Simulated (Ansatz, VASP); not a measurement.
# BN: VASP beside Ansatz

```
CELL_PARAMETERS angstrom
2.50612 0.00000 0.00000
-1.25306 2.17037 0.00000
0.00000 0.00000 6.59736
ATOMIC_POSITIONS crystal
B 0.93365 0.86730 0.44179
B 0.33333 0.66667 0.00000
N 0.00000 0.00000 0.00000
N 0.66667 0.33333 0.50000
```

Alike in both runs: task single point; functional PBE; dispersion D3(BJ); k mesh 12 × 12 × 4; occupations gaussian, width 0.05 eV; no spin polarisation.

|  | VASP | Ansatz |
| --- | --- | --- |
| version | VASP 6.6.1 | Ansatz 0.2.0 |
| potentials or method | VASP PAW PBE potentials, release 64 (B, N) | scalar-relativistic, plane waves, PAW |
| plane-wave cutoff (eV) | 520 | 420 |
| valence electrons in the cell | 16 | 16 |

|  | VASP | Ansatz | Ansatz less VASP |
| --- | --- | --- | --- |
| gap on the k mesh at the Fermi level (eV) | 0.85 | 0.85 | 0.000 |
| least direct gap on the mesh (eV) | 1.89 | 1.90 | +0.002 |
| pressure (GPa) | 12.3 | 12.3 | -0.03 |
| largest component of the traceless stress (GPa) | 28.06 | 27.88 | -0.184 |
| rms of the force components (eV/Å) | 5.774 | 5.760 | -0.0135 |

Atom by atom the forces differ by 0.014 eV/Å (rms over components).

Caveats: forces of over 1 eV/Å show positions far from the minimum, so gaps and moduli don't describe the material at rest. A k mesh can miss the band edges.
